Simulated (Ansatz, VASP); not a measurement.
Two plane-wave programs on Ge

```
CELL_PARAMETERS angstrom
0.00000 2.82398 2.82398
2.82398 0.00000 2.82398
2.82398 2.82398 0.00000
ATOMIC_POSITIONS crystal
Ge 0.50000 0.50000 0.50000
Ge 0.75000 0.75000 0.75000
```

Alike in both runs: task single point; functional BLYP; k mesh 9 × 9 × 9; occupations fermi-dirac, width 0.05 eV; no spin polarisation.

|  | VASP | Ansatz |
| --- | --- | --- |
| version | VASP 6.6.1 | Ansatz 0.2.0 |
| potentials or method | VASP PAW PBE potentials, release 64 (Ge_d) | plane waves (420 eV) with PAW, scalar-relativistic |
| plane-wave cutoff (eV) | 520 | 420 |
| valence electrons in the cell | 28 | 28 |

```tsv
	VASP	Ansatz	Ansatz less VASP
pressure (GPa)	8.0	7.7	-0.30
```

Caveats: the PAW data sets were made with another functional, which shifts forces and pressure a little (VASP).
